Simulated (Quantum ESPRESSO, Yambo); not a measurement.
Planning a run of Yambo 5.3.0 on GaN (F-43m). The input:

```
optics
bss
bse
em1s
dipoles
rim_cut
RandQpts= 1000000
RandGvec= 1 RL
Chimod= "HARTREE"
BSKmod= "SEX"
BSEmod= "resonant"
BSSmod= "d"
BSENGexx= 20 Ry
BSENGBlk= 4 Ry
% BSEQptR
 1 | 1 |
%
% BSEBands
 11 | 14 |
%
% BEnRange
 0 | 5 | eV
%
% BDmRange
 0.1 | 0.1 | eV
%
BEnSteps= 101
% BLongDir
 1 | 0 | 0 |
%
% BndsRnXs
 5 | 21 |
%
NGsBlkXs= 4 Ry
% LongDrXs
 1 | 1 | 1 |
%
% KfnQP_E
 0.778 | 1.0 | 1.0 |
%
WRbsWF
FFTGvecs= 47 Ry
```

```sh
OMP_NUM_THREADS=1 mpirun -n 8 yambo -F bse9.in -J bse9 -C bse9 > bse9.log
```

The stored states that it reads are on a 8×8×8 mesh. Symmetry: F-43m, No. 216, cubic system. The conventional cell has a = 4.507 Å, b = 4.507 Å, c = 4.507 Å, α = 90.00°, β = 90.00°, γ = 90.00°. Nearest to Ga lie 4 N at 1.95 Å. Nearest to N lie 4 Ga at 1.95 Å. Farther neighbours and most contacts between anions are not listed.

**Question.** Estimate wall time and host memory on 8 MPI ranks of Arm Neoverse V2, shared host.

It took 18 s; on shared hardware allow 8.9 s to 36 s. Peak host memory was 2.7 GiB.

The kernel grows as the square of the matrix size, and full diagonalisation as its cube.

[Paths, hosts, dates, memory and timing lines, banners, echoed tables and standing remarks are left out of the program output.]

[Logs are printed without paths, hosts, clocks, repeated set-up lines and the standing remarks that a program may print on its own settings, such as how far it seeks lower states.]

[Runs of the session that timed out or met a known fault of the program may be left out.]

[Hosts, paths, dates, database ids (printed as entryN), source tags and the programs' standing remarks are cut or masked in the printed files.]
